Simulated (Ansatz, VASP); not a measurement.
# SiC (Moissanite 3C) in two plane-wave programs, part 2 of 2

Aim: how closely do two programs agree when they are given the same cell, functional and k mesh? The cell is taken from a series of VASP runs on this material, whose earlier steps may have relaxed, scaled or displaced it; both programs get it as it stands.

VASP 6.6.1 and Ansatz 0.2.0.

So far. Step 2 (VASP: band structure, r2SCAN): The run ends at a pressure of 0.01 GPa.

## 6. Ansatz: single point, r2SCAN, volume scaled by 0.94

Level of this step: Ansatz beside VASP: Kohn-Sham DFT, plane waves, r2SCAN (Ansatz).

The same cell, functional, mesh and smearing now go to Ansatz, which takes its cutoff from its data sets.

The cell is a member of a volume series, scaled by 0.94 from a relaxed one, so a pressure remains.

File input.yaml:

```yaml
crystal:
  lattice:
    - [0.0, 2.133118956, 2.133118956]
    - [2.133118956, 0.0, 2.133118956]
    - [2.133118956, 2.133118956, 0.0]
  atoms:
    - { symbol: Si, position: [0.0, 0.0, 0.0] }
    - { symbol: C, position: [0.25, 0.25, 0.25] }
hamiltonian:
  xc: r2scan
  pseudopotentials: { kind: paw }
kpoints:
  mp_grid: { grid: [9, 9, 9] }
scf:
  occupations: { method: gaussian, width: 0.05 }
  n_extra_bands: 4
output:
  forces: true
  stress: true
  eigenvalues: true
```

The run is started by

```bash
ansatz run input.yaml --threads 2 --pin off --max-ram 4608MiB --backend cpu --events-out ev --progress --plain --runs-dir out
```

Numbers of over 12 decimals in the logs are rounded to 6 here.

The program printed:

```text
[...]
Crystal: 2 atoms, lattice volume = 19.412 Å³
Basis set: ecut = 500 eV, 531 PW (Γ), exchange–correlation on 96×96×96 points (64 copies of the dense FFT grid, shifted against one another)
Bands: 8, of which v1, the nominal top of the filled ones, is band 4 counted from 1 (3 counted from 0)
Symmetry: 24 space group operations
[...]
k-points: 35 of 729 (time reversal used)
[...]
Free energy (F): -891.273761 eV
[...]
Internal energy: -891.273761 eV  (E = F + TS)
E sigma→0 (E₀):  -891.273761 eV
Fermi energy:    11.095473 eV
[...]
--- Stress (GPa, compression-positive) ---
       16.080547      -0.000000      -0.000000
       -0.000000      16.080547       0.000000
       -0.000000       0.000000      16.080547
  P = ⅓ Tr σ = 16.0805 GPa (160.805 kbar)
--- Band table (eV; the first three rows and the last of 35) ---
[...]
[key lines of the parts left out:]
SCF converged after 6 iterations
```

Elapsed: 1.2 s, on 2 threads of Arm Neoverse V1, shared host; peak memory 0.32 GiB.

The run ends at a pressure of 16.08 GPa.

## 7. Comparison

Both answers:

```csv
quantity,Ansatz,VASP,difference
pressure (GPa),16.08,15.83,+0.25
gap on the k mesh (eV),1.832,1.845,-0.012
```

A gap on the mesh is an upper bound, since the band edges may lie between its points.

## 8. VASP: single point, r2SCAN, volume scaled by 0.96

A single point gives forces, pressure and levels at one fixed geometry, so differences don't come from the geometry; what else differs is listed under the comparison. The cell compared in this pair holds 19.83 Å³, against 19.41 Å³ for the pair before.

File INCAR:

```
SYSTEM = SiC
PREC = Accurate
ENCUT = 520
EDIFF = 1E-06
NELM = 100
ISMEAR = 0
SIGMA = 0.05
LREAL = .FALSE.
ALGO = Normal
METAGGA = R2SCAN
LASPH = .TRUE.
NBANDS = 10
LORBIT = 11
LWAVE = .FALSE.
LCHARG = .FALSE.
KPAR = 2
ISIF = 2
```

File POSCAR:

```
SiC
1.0
    0.0000000000      2.1481414154      2.1481414154
    2.1481414154      0.0000000000      2.1481414154
    2.1481414154      2.1481414154      0.0000000000
Si C
1 1
Direct
    0.0000000000      0.0000000000      0.0000000000
    0.2500000000      0.2500000000      0.2500000000
```

File KPOINTS:

```
Automatic mesh
0
Gamma
9 9 9
0 0 0
```

PAW data sets: Si and C (PBE family, release 64).

The run is started by

```bash
mpirun -np 2 vasp_std
```

The program printed:

```text
[... set-up lines as in an earlier step ...]
 entering main loop
       N       E                     dE             d eps       ncg     rms          rms(c)
DAV:   1     0.571491340944E+00    0.57149E+00   -0.41928E+03   748   0.695E+02
DAV:   2    -0.216989114712E+02   -0.22270E+02   -0.21270E+02   904   0.119E+02
DAV:   3    -0.223779289545E+02   -0.67902E+00   -0.67772E+00   826   0.179E+01
DAV:   4    -0.223805150239E+02   -0.25861E-02   -0.25860E-02   792   0.138E+00
[...]
DAV:   9    -0.193013291897E+02   -0.35192E-03   -0.35005E-04   910   0.186E-01    0.149E-01
DAV:  10    -0.193014046300E+02   -0.75440E-04   -0.67713E-05   726   0.844E-02    0.129E-02
DAV:  11    -0.193014044845E+02    0.14553E-06   -0.63435E-07   822   0.622E-03
   1 F= -.19301404E+02 E0= -.19301404E+02  d E =-.468114E-17
```

From OUTCAR (step 8):

```text
  Total        1.2414880      1.2414880      1.2414880     -0.0000000      0.0000000      0.0000000
  in kB      100.3308519    100.3308519    100.3308519     -0.0000000      0.0000000      0.0000000
  external PRESSURE =     100.3308519 kB  Pullay stress =       0.0000000 kB

 POSITION                                       TOTAL-FORCE (eV/Angst)
 -----------------------------------------------------------------------------------
      0.00000      0.00000      0.00000         0.000000      0.000000      0.000000
      1.07407      1.07407      1.07407        -0.000000     -0.000000     -0.000000
 -----------------------------------------------------------------------------------
    total drift:                               -0.000001     -0.000001     -0.000001

  FREE ENERGIE OF THE ION-ELECTRON SYSTEM (eV)
  ---------------------------------------------------
  free  energy   TOTEN  =       -19.3014044845 eV

  energy  without entropy=      -19.3014044845  energy(sigma->0) =      -19.30140448

[... 1 part as in an earlier step ...]

[... 2 further parts left out ...]
[key lines of the parts left out:]
E-fermi :   8.7448
```

The run ends at a pressure of 10.03 GPa.

## 9. Ansatz: single point, r2SCAN, volume scaled by 0.96

The same cell, functional, mesh and smearing now go to Ansatz, which takes its cutoff from its data sets.

The cell is a member of a volume series, scaled by 0.96 from a relaxed one, so a pressure remains.

input.yaml, the sections that differ from step 6:

```yaml
crystal:
  lattice:
    - [0.0, 2.1481414154, 2.1481414154]
    - [2.1481414154, 0.0, 2.1481414154]
    - [2.1481414154, 2.1481414154, 0.0]
  atoms:
    - { symbol: Si, position: [0.0, 0.0, 0.0] }
    - { symbol: C, position: [0.25, 0.25, 0.25] }
output:
  forces: true
  stress: true
  eigenvalues: true
  write_density: true
  write_potential: true
  elf: true
  volumetric_format: npy
# hamiltonian, kpoints, scf: as in step 6
```

The run is started by

```bash
ansatz run input.yaml --threads 2 --pin off --max-ram 4608MiB --backend cpu --events-out ev --progress --plain --runs-dir out
```

The program printed:

```text
[...]
Crystal: 2 atoms, lattice volume = 19.825 Å³
Basis set: ecut = 500 eV, 531 PW (Γ), exchange–correlation on 96×96×96 points (64 copies of the dense FFT grid, shifted against one another)
Bands: 8, of which v1, the nominal top of the filled ones, is band 4 counted from 1 (3 counted from 0)
Symmetry: 24 space group operations
[...]
k-points: 35 of 729 (time reversal used)
[...]
Free energy (F): -891.307585 eV
[...]
Internal energy: -891.307585 eV  (E = F + TS)
E sigma→0 (E₀):  -891.307585 eV
Fermi energy:    10.827466 eV
[...]
--- Stress (GPa, compression-positive) ---
       10.259121       0.000000      -0.000000
       -0.000000      10.259121       0.000000
       -0.000000       0.000000      10.259121
  P = ⅓ Tr σ = 10.2591 GPa (102.591 kbar)
--- Band table (eV; the first three rows and the last of 35) ---
[...]
[key lines of the parts left out:]
SCF converged after 6 iterations
```

Wall time 1.5 s (2 threads); peak memory 0.32 GiB; 2.6 s of CPU time.

The run ends at a pressure of 10.26 GPa.

## 10. Differences

The two programs side by side:

```csv
quantity,Ansatz,VASP,difference
pressure (GPa),10.26,10.03,+0.23
gap on the k mesh (eV),1.844,1.856,-0.012
```

A gap on the mesh is an upper bound, since the band edges may lie between its points.

## 11. What came out

| Item | Value |
| --- | --- |
| difference in gap over the path points (band structure, r2SCAN) | -0.011 eV |
| difference in gap on the k mesh (single point, r2SCAN, volume scaled by 0.94) | -0.012 eV |
| difference in gap on the k mesh (single point, r2SCAN, volume scaled by 0.96) | -0.012 eV |

What this shows: The difference in gap on the k mesh is -0.012 eV (single point, r2SCAN, volume scaled by 0.94), within the 0.08 eV picked in this series as the mark of a large difference. 1 further run of this series is not shown here. Such differences can come from data sets, numerical settings and the points named under the comparisons, not from the functional's error against experiment.

[Lines on the potential files, build, host, timing and source positions are cut from VASP's logs without a mark.]

[Logs are printed without paths, hosts, clocks, repeated set-up lines and the standing remarks that a program may print on its own settings, such as how far it seeks lower states.]

[Hosts, paths, dates, database ids (printed as entryN), source tags and the programs' standing remarks are cut or masked in the printed files.]
